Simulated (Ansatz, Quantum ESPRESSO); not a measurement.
# BaS(001): dielectric constant from slabs in a field, part 2 of 6

How well do thin films like BaS(001), 5 layers screen a field, with the ions clamped and free?

Quantum ESPRESSO 7.5; plane-wave DFT, PBE, PseudoDojo norm-conserving pseudopotentials; geometry by Ansatz 0.2.0 with PAW datasets.

So far. Step 2 (Relaxation with Ansatz, 5 layers): The relaxation lowers the energy by 3 meV an atom.

### Step 3. Ground state, 5 layers: no field

The slab without a field is the reference for all differences.

Level of this step: plane-wave DFT, PBE, PseudoDojo norm-conserving pseudopotentials (Quantum ESPRESSO 7.5).

n5.f0.in reads:

```
&control
  prefix = 'n5.f0'
  outdir = './out'
  pseudo_dir = './pseudo'
  calculation = 'scf'
  tprnfor = .true.
  tefield = .true.
  dipfield = .true.
/
&system
  ibrav = 0
  nat = 10
  ntyp = 2
  ecutwfc = 40
  ecutrho = 160
  occupations = 'fixed'
  edir = 3
  emaxpos = 0.97
  eopreg = 0.04
  eamp = 0.0
/
&electrons
  conv_thr = 1e-10
  mixing_beta = 0.5
  electron_maxstep = 120
/
ATOMIC_SPECIES
  Ba  137.3270  Ba.dojo-sr-pbe-0.4.1-standard.upf
  S   32.0600  S.dojo-sr-pbe-0.4.1-standard.upf
CELL_PARAMETERS angstrom
  4.56083873870000 0.00000000000000 0.00000000000000
  0.00000000000000 4.56083873870000 0.00000000000000
  0.00000000000000 0.00000000000000 28.90000000000000
ATOMIC_POSITIONS crystal
  Ba  -0.000000000000 0.000000000000 0.280164965952
  S   0.500000000000 0.500000000000 0.279807064670
  Ba  0.500000000000 0.500000000000 0.388672194954
  S   -0.000000000000 0.000000000000 0.388408352514
  Ba  0.000000000000 0.000000000000 0.499999995996
  S   0.500000000000 0.500000000000 0.500000002911
  Ba  0.500000000000 0.500000000000 0.611327799255
  S   0.000000000000 0.000000000000 0.611591653419
  Ba  0.000000000000 0.000000000000 0.719835029236
  S   0.500000000000 0.500000000000 0.720192941093
K_POINTS automatic
  4 4 1 0 0 0
```

On the command line:

```
OMP_NUM_THREADS=1 mpirun -n 8 pw.x -nk 1 -in n5.f0.in > n5.f0.out
```

Output:

```text
Program PWSCF v.7.5 starts
[citation notice left out]

     Parallel version (MPI & OpenMP), running on       8 processor cores
     Number of MPI processes:                 8
     Threads/MPI process:                     1

     MPI processes distributed on     1 nodes
[...]
Current dimensions of program PWSCF are:
     Max number of different atomic species (ntypx) = 10
     Max number of k-points (npk) =  40000
     Max angular momentum in pseudopotentials (lmaxx) =  4
     Presently no symmetry can be used with electric field

     R & G space division:  proc/nbgrp/npool/nimage =       8
     Subspace diagonalization in iterative solution of the eigenvalue problem:
     a serial algorithm will be used

     Parallelization info
     --------------------
     sticks:   dense  smooth     PW     G-vecs:    dense   smooth      PW
     Min         118     118     34                17350    17350    2732
     Max         119     119     35                17371    17371    2755
     Sum         949     949    277               138903   138903   21955

     Using Slab Decomposition

     bravais-lattice index     =            0
     lattice parameter (alat)  =       8.6187  a.u.
     unit-cell volume          =    4056.8026 (a.u.)^3
     number of atoms/cell      =           10
     number of atomic types    =            2
     number of electrons       =        80.00
     number of Kohn-Sham states=           40
     kinetic-energy cutoff     =      40.0000  Ry
     charge density cutoff     =     160.0000  Ry
     scf convergence threshold =      1.0E-10
     mixing beta               =       0.5000
     number of iterations used =            8  plain     mixing
     Exchange-correlation= PBE
                           (   1   4   3   4   0   0   0)

     celldm(1)=   8.618736  celldm(2)=   0.000000  celldm(3)=   0.000000
     celldm(4)=   0.000000  celldm(5)=   0.000000  celldm(6)=   0.000000

     crystal axes: (cart. coord. in units of alat)
               a(1) = (   1.000000   0.000000   0.000000 )
               a(2) = (   0.000000   1.000000   0.000000 )
               a(3) = (   0.000000   0.000000   6.336554 )

     reciprocal axes: (cart. coord. in units 2 pi/alat)
               b(1) = (  1.000000  0.000000  0.000000 )
               b(2) = (  0.000000  1.000000  0.000000 )
               b(3) = (  0.000000  0.000000  0.157814 )

     PseudoPot. # 1 for Ba read from file:
     ./pseudo/Ba.dojo-sr-pbe-0.4.1-standard.upf
     Pseudo is Norm-conserving + core correction, Zval = 10.0
     Generated using ONCVPSP code by D. R. Hamann
     Using radial grid of 1958 points,  6 beta functions with:
                l(1) =   0
                l(2) =   0
                l(3) =   1
                l(4) =   1
                l(5) =   2
                l(6) =   2

     PseudoPot. # 2 for S  read from file:
     ./pseudo/S.dojo-sr-pbe-0.4.1-standard.upf
     Pseudo is Norm-conserving + core correction, Zval =  6.0
     Generated using ONCVPSP code by D. R. Hamann
     Using radial grid of 1146 points,  6 beta functions with:
                l(1) =   0
                l(2) =   0
                l(3) =   1
                l(4) =   1
                l(5) =   2
                l(6) =   2

     atomic species   valence    mass     pseudopotential
     Ba               10.00   137.32700     Ba( 1.00)
     S                 6.00    32.06000     S ( 1.00)

     No symmetry found

   Cartesian axes

     site n.     atom                  positions (alat units)
         1        Ba     tau(   1) = (   0.0000000   0.0000000   1.7752804  )
         2        S      tau(   2) = (   0.5000000   0.5000000   1.7730125  )
         3        Ba     tau(   3) = (   0.5000000   0.5000000   2.4628423  )
         4        S      tau(   4) = (   0.0000000   0.0000000   2.4611704  )
         5        Ba     tau(   5) = (   0.0000000   0.0000000   3.1682769  )
         6        S      tau(   6) = (   0.5000000   0.5000000   3.1682769  )
         7        Ba     tau(   7) = (   0.5000000   0.5000000   3.8737115  )
         8        S      tau(   8) = (   0.0000000   0.0000000   3.8753834  )
         9        Ba     tau(   9) = (   0.0000000   0.0000000   4.5612734  )
        10        S      tau(  10) = (   0.5000000   0.5000000   4.5635413  )

     number of k points=    10
                       cart. coord. in units 2pi/alat
        k(    1) = (   0.0000000   0.0000000   0.0000000), wk =   0.1250000
        k(    2) = (   0.0000000   0.2500000   0.0000000), wk =   0.2500000
        k(    3) = (   0.0000000  -0.5000000   0.0000000), wk =   0.1250000
        k(    4) = (   0.2500000   0.0000000   0.0000000), wk =   0.2500000
        k(    5) = (   0.2500000   0.2500000   0.0000000), wk =   0.2500000
        k(    6) = (   0.2500000  -0.5000000   0.0000000), wk =   0.2500000
        k(    7) = (   0.2500000  -0.2500000   0.0000000), wk =   0.2500000
        k(    8) = (  -0.5000000   0.0000000   0.0000000), wk =   0.1250000
        k(    9) = (  -0.5000000   0.2500000   0.0000000), wk =   0.2500000
        k(   10) = (  -0.5000000  -0.5000000   0.0000000), wk =   0.1250000

     Dense  grid:   138903 G-vectors     FFT dimensions: (  36,  36, 225)

     Estimated max dynamical RAM per process >      38.54 MB

     Estimated total dynamical RAM >     308.31 MB

     Initial potential from superposition of free atoms

     starting charge      79.9171, renormalised to      80.0000

     negative rho (up, down):  8.954E-05 0.000E+00

     Adding external electric field

     Computed dipole along edir(3) :
        Dipole                0.0000 Ry au,          0.0000 Debye
        Dipole field          0.0000 Ry au,

        Potential amp.       -0.0000 Ry
        Total length         52.4286 bohr

     Starting wfcs are   45 randomized atomic wfcs

     total cpu time spent up to now is        0.7 secs

     per-process dynamical memory:    31.9 Mb

     Self-consistent Calculation

     iteration #  1     ecut=    40.00 Ry     beta= 0.50
     Davidson diagonalization with overlap
     ethr =  1.00E-02,  avg # of iterations =  2.0

     negative rho (up, down):  2.813E-07 0.000E+00

     Adding external electric field

     Computed dipole along edir(3) :
        Dipole                0.0009 Ry au,          0.0022 Debye
        Dipole field          0.0000 Ry au,

        Potential amp.       -0.0003 Ry
        Total length         52.4286 bohr

     total cpu time spent up to now is        2.1 secs

     total energy              =    -392.28452825 Ry
     estimated scf accuracy    <       1.16298904 Ry

[...]
total energy              =    -392.75419981 Ry
     estimated scf accuracy    <       0.00039082 Ry

     iteration #  7     ecut=    40.00 Ry     beta= 0.50
[...]
Dipole                0.0001 Ry au,          0.0002 Debye
[...]
total energy              =    -392.75443944 Ry
     estimated scf accuracy    <       0.00033373 Ry

     iteration #  8     ecut=    40.00 Ry     beta= 0.50
[...]
Dipole               -0.0001 Ry au,         -0.0003 Debye
[...]
total energy              =    -392.75449067 Ry
     estimated scf accuracy    <       0.00000875 Ry

     iteration #  9     ecut=    40.00 Ry     beta= 0.50
[...]
Dipole                0.0002 Ry au,          0.0006 Debye
[...]
total energy              =    -392.75449705 Ry
     estimated scf accuracy    <       0.00000167 Ry

     iteration # 10     ecut=    40.00 Ry     beta= 0.50
[...]
Dipole               -0.0002 Ry au,         -0.0006 Debye
[...]
total energy              =    -392.75449746 Ry
     estimated scf accuracy    <       0.00000008 Ry

     iteration # 11     ecut=    40.00 Ry     beta= 0.50
[...]
Dipole                0.0001 Ry au,          0.0002 Debye
[...]
total energy              =    -392.75449749 Ry
     estimated scf accuracy    <       0.00000005 Ry

     iteration # 12     ecut=    40.00 Ry     beta= 0.50
[...]
Dipole               -0.0000 Ry au,         -0.0000 Debye
[...]
total energy              =    -392.75449749 Ry
     estimated scf accuracy    <       0.00000001 Ry

     iteration # 13     ecut=    40.00 Ry     beta= 0.50
[...]
Dipole                0.0000 Ry au,          0.0000 Debye
[...]
total energy              =    -392.75449750 Ry
     estimated scf accuracy    <          1.6E-09 Ry

     iteration # 14     ecut=    40.00 Ry     beta= 0.50
[...]
Dipole               -0.0000 Ry au,         -0.0000 Debye
[...]
total energy              =    -392.75449751 Ry
     estimated scf accuracy    <          2.0E-10 Ry

     iteration # 15     ecut=    40.00 Ry     beta= 0.50
[...]
Dipole                0.0000 Ry au,          0.0001 Debye
[...]
End of self-consistent calculation

          k = 0.0000 0.0000 0.0000 ( 17429 PWs)   bands (ev):

   -25.1961 -25.1960 -24.9873 -24.8384 -24.8364 -10.6931 -10.6791 -10.4920
   -10.3573 -10.2811 -10.2811 -10.2801 -10.2801 -10.1589 -10.1589 -10.1085
   -10.0044 -10.0044  -9.9803  -9.9803  -8.9726  -8.9049  -8.7236  -8.5692
    -8.4642   0.0927   0.1922   0.5398   0.8311   0.9971   0.9971   1.0049
     1.0049   1.0817   1.0817   1.1107   1.3475   1.3475   1.3569   1.3569

          k = 0.0000 0.2500 0.0000 ( 17329 PWs)   bands (ev):

   -25.1896 -25.1895 -24.9797 -24.8320 -24.8311 -10.8474 -10.7956 -10.7302
   -10.6802 -10.5830 -10.4478 -10.2777 -10.2531 -10.2528 -10.1369 -10.1246
   -10.0438 -10.0184  -9.9833  -9.9699  -8.5200  -8.5035  -8.3669  -8.2319
    -8.1599  -0.1216  -0.0863   0.1844   0.3149   0.3615   0.4630   0.5362
     0.5534   0.5645   0.5867   0.6612   0.8409   0.8525   0.8576   1.0330

          k = 0.0000-0.5000 0.0000 ( 17354 PWs)   bands (ev):

   -25.1830 -25.1830 -24.9720 -24.8258 -24.8256 -11.0262 -10.9964 -10.9271
   -10.9098 -10.8380 -10.4371 -10.3547 -10.2250 -10.2249 -10.1038 -10.0863
   -10.0758 -10.0161  -9.9627  -9.9621  -8.1984  -8.1866  -8.0762  -7.9445
    -7.8899  -0.5719  -0.5532  -0.4048  -0.2019  -0.1669   0.1606   0.1960
     0.1981   0.2597   0.3136   0.4628   0.4670   0.5263   0.7746   0.9280

          k = 0.2500 0.0000 0.0000 ( 17329 PWs)   bands (ev):

   -25.1896 -25.1895 -24.9797 -24.8320 -24.8311 -10.8474 -10.7956 -10.7302
   -10.6802 -10.5830 -10.4478 -10.2777 -10.2531 -10.2528 -10.1369 -10.1246
   -10.0438 -10.0184  -9.9833  -9.9699  -8.5200  -8.5035  -8.3669  -8.2319
    -8.1599  -0.1216  -0.0863   0.1844   0.3149   0.3615   0.4630   0.5362
     0.5534   0.5645   0.5867   0.6612   0.8409   0.8525   0.8576   1.0330

          k = 0.2500 0.2500 0.0000 ( 17324 PWs)   bands (ev):

   -25.1835 -25.1835 -24.9729 -24.8258 -24.8255 -10.8349 -10.7695 -10.7261
   -10.6563 -10.5653 -10.4282 -10.3929 -10.3905 -10.2780 -10.2546 -10.1103
   -10.0996 -10.0750 -10.0382 -10.0345  -8.5063  -8.4775  -8.3491  -8.2129
    -8.1423  -0.2044  -0.2036  -0.0542   0.1647   0.1896   0.3646   0.3754
     0.5997   0.6823   0.7152   0.8460   0.8636   1.0650   1.0767   1.1098

          k = 0.2500-0.5000 0.0000 ( 17308 PWs)   bands (ev):

   -25.1775 -25.1774 -24.9662 -24.8199 -24.8197 -10.8581 -10.8043 -10.7739
   -10.7403 -10.6730 -10.4192 -10.3817 -10.3535 -10.3123 -10.1987 -10.1220
   -10.1177 -10.1022 -10.0786 -10.0672  -8.5279  -8.5059  -8.3717  -8.2259
    -8.1546  -0.1037  -0.0851   0.1147   0.2809   0.2861   0.4444   0.4597
     0.4794   0.4798   0.5513   0.6845   0.7500   0.7614   0.9183   1.0782

[...]
highest occupied level (ev):     1.3569

!    total energy              =    -392.75449751 Ry
     estimated scf accuracy    <          7.5E-11 Ry

     The total energy is the sum of the following terms:
     one-electron contribution =   -2083.94478620 Ry
     hartree contribution      =    1060.29440972 Ry
     xc contribution           =     -98.83889485 Ry
     ewald contribution        =     729.73477382 Ry
     electric field correction =       0.00000000 Ry

     convergence has been achieved in  15 iterations

     Forces acting on atoms (cartesian axes, Ry/au):

     atom    1 type  1   force =     0.00000000    0.00000001   -0.00072068
     atom    2 type  2   force =     0.00000000    0.00000001   -0.00087772
     atom    3 type  1   force =     0.00000001    0.00000000    0.00013149
     atom    4 type  2   force =     0.00000001    0.00000000    0.00013992
     atom    5 type  1   force =    -0.00000001    0.00000001    0.00000058
     atom    6 type  2   force =     0.00000001    0.00000001   -0.00000038
     atom    7 type  1   force =    -0.00000001   -0.00000001   -0.00013031
     atom    8 type  2   force =    -0.00000000    0.00000001   -0.00014072
     atom    9 type  1   force =     0.00000000   -0.00000001    0.00072067
     atom   10 type  2   force =    -0.00000001   -0.00000002    0.00087714

     Total force =     0.001629     Total SCF correction =     0.000022

[...]
=------------------------------------------------------------------------------=
   JOB DONE.
=------------------------------------------------------------------------------=
```

The job ended after 28 s (8 MPI ranks of Arm Neoverse V2, shared host; peak memory 0.63 GiB).

This step gave:

```
free energy                    : -5343.6972 eV
dipole along the normal        : 2.08e-5 e·Å
valence top, on the run's zero : 1.357 eV
```

The run needed 15 iterations to bring the estimated error under 1e-10 Ry; the largest force on any atom, held or free, is 0.02 eV/Å.

### Step 4. Potential by pp.x, 5 layers

plot_num = 11 writes the bare and Hartree potential. It leaves out exchange and correlation, which fade slowly, so it flattens close to the surface.

n5.f0.pot.in reads:

```
&inputpp
  prefix = 'n5.f0'
  outdir = './out'
  filplot = 'n5.f0.pot.dat'
  plot_num = 11
/
```

On the command line:

```
OMP_NUM_THREADS=1 mpirun -n 8 pp.x -in n5.f0.pot.in > n5.f0.pot.out
```

Output:

```text
[banner, memory and clock lines left out]
Program POST-PROC v.7.5 starts

          URL

     ./out/n5.f0.save/

     IMPORTANT: XC functional enforced from input :
     Exchange-correlation= PBE
                           (   1   4   3   4   0   0   0)
     Any further DFT definition will be discarded
     Please, verify this is what you really want

     Adding external electric field

     Computed dipole along edir(3) :
        Dipole                0.0000 Ry au,          0.0001 Debye
        Dipole field          0.0000 Ry au,

        Potential amp.       -0.0000 Ry
        Total length         52.4286 bohr

     Calling punch_plot, plot_num =  11

     Adding external electric field

     Computed dipole along edir(3) :
        Dipole                0.0000 Ry au,          0.0001 Debye
        Dipole field          0.0000 Ry au,

        Potential amp.       -0.0000 Ry
        Total length         52.4286 bohr

     Writing data to file  n5.f0.pot.dat
     Message from routine chdens:
     namelist plot not found or invalid, exiting
```

The job ended after 0.77 s (8 MPI ranks; peak memory 0.09 GiB; 5.3 s of CPU time).

Numbers from this step:

| Quantity | Value |
| --- | --- |
| slope of the potential above | 2.47e-4 eV/Å |
| upper vacuum line continued to the top atoms, over the valence top | 4.219 eV |
| slope of the potential below | -1.73e-4 eV/Å |
| lower vacuum line continued to the bottom atoms, over the valence top | 4.219 eV |
| vacuum level at the upper face over the valence top of the mesh | 4.220 eV |
| vacuum level at the lower face over the valence top of the mesh | 4.220 eV |

Electrostatic potential energy of an electron, with the sawtooth; zero at the highest filled level of the SCF mesh. The potential energy, planar mean by z:

z (Å), potential energy, planar mean (eV) and a bar from the least value:
```
        0        4.2 ##############################
        1        4.2 ##############################
        2        4.2 ##############################
        3        4.2 ##############################
        4        4.2 ##############################
        5        4.2 ##############################
        6        4.0 ##############################
        7        1.8 ##########################
        8      -14.9 
        9        0.2 ########################
       10        2.5 ###########################
       11      -13.3 ###
       12       -1.8 #####################
       13        3.0 ############################
       14       -8.6 ##########
       15       -6.2 ##############
       16        3.1 ############################
       17       -3.6 ##################
       18      -11.3 ######
       19        2.8 ############################
       20       -1.1 ######################
       21      -13.8 ##
       22        2.4 ###########################
       23        4.1 ##############################
       24        4.2 ##############################
       25        4.2 ##############################
       26        4.2 ##############################
       27        4.2 ##############################
       28        4.2 ##############################
```

The vacuum is flat to 0.2 meV/Å, so its level is well defined. Inside the slab the curve depends on the local part of the pseudopotentials; only the vacuum level has a meaning of its own.

[end of part 2 of 6]

[Logs are printed without paths, hosts, clocks, repeated set-up lines and the standing remarks that a program may print on its own settings, such as how far it seeks lower states.]

[Hosts, paths, dates, database ids (printed as entryN), source tags and the programs' standing remarks are cut or masked in the printed files.]

[Maps of the electrostatic potential energy from Ansatz leave out the sawtooth potential of an applied field or a dipole correction, so their vacuum need not be flat; planar profiles and work functions include it.]
